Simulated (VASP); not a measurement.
**HgTe (Coloradoite) under changes of volume**

One of the cells (33.880 Å³/atom); the others are scaled copies at fixed shape and fractional positions:

```
CELL_PARAMETERS angstrom
0.00000 3.23579 3.23579
3.23579 0.00000 3.23579
3.23579 3.23579 0.00000
ATOMIC_POSITIONS crystal
Hg 0.00000 0.00000 0.00000
Te 0.75000 0.75000 0.75000
```

* Program: VASP 6.6.1
* Functional: PBE
* Potentials or basis: VASP PAW PBE potentials, release 64 (Hg, Te)
* Cutoff: 520 eV
* k mesh: 7 × 7 × 7
* Occupations: fermi-dirac, width 0.05 eV
* Spin: no spin polarisation

| volume (Å³/atom) | energy over the lowest point (meV/atom) | pressure (GPa) |
| --- | --- | --- |
| 31.223 | 121.22 | 8.7 |
| 31.887 | 88.17 | 7.2 |
| 32.551 | ? | ? |
| 33.880 | 22.05 | 3.6 |
| 34.544 | 9.14 | 2.6 |
| 35.208 | 0.00 | 1.7 |

**Question.** What does the run at 32.551 Å³/atom give?

**Answer.** Energy over the lowest point 61.03 meV/atom; pressure 5.8 GPa.

Worked out: A Birch-Murnaghan fit of order 3 (a polynomial in V^(-2/3)) to the other rows has no minimum within the range. It gives 61.04 meV/atom at 32.551 Å³/atom, against the run's 61.03, and -dE/dV = 5.9 GPa, against 5.8.

Energies are extrapolated to zero smearing.
